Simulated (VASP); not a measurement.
Crystal: HgSe.

```xyz
2
Lattice="0.0000 3.0390 3.0390 3.0390 0.0000 3.0390 3.0390 3.0390 0.0000" Properties=species:S:1:pos:R:3 pbc="T T T"
Hg    0.0000    0.0000    0.0000
Se    1.5195    1.5195    1.5195
```

- Program: VASP 6.6.1
- Task: relaxation of cell and atoms
- Functional: PBEsol
- Potentials or basis: VASP PAW PBE potentials, release 64 (Hg, Se)
- Cutoff: 600 eV
- k mesh: 10 × 10 × 10
- Occupations: gaussian, width 0.03 eV
- Spin: no spin polarisation

At the start: pressure 1.9 GPa; volume 28.07 Å³/atom.

Problem. How do energy, volume and symmetry change on relaxing?

Solution. Over 3 steps the energy falls by 5.3 meV/atom and the volume is 29.01 Å³/atom (+3.4 %); space group F-43m (No. 216, to 0.05 Å).

The path:
```
step  energy change (eV)  largest force (eV/Å)  pressure (GPa)  volume (Å³)
   1              0.0000                0.0000            1.85        56.13
   2             -0.0090                0.0000           -0.67        58.81
   3             -0.0106                0.0000            0.00        58.03
```

Final structure:
```xyz
2
Lattice="0.0000 3.0728 3.0728 3.0728 0.0000 3.0728 3.0728 3.0728 0.0000" Properties=species:S:1:pos:R:3 pbc="T T T"
Hg    0.0000    0.0000    0.0000
Se    1.5364    1.5364    1.5364
```

Caveat: the PAW data sets were made with another functional, which shifts forces and pressure a little.
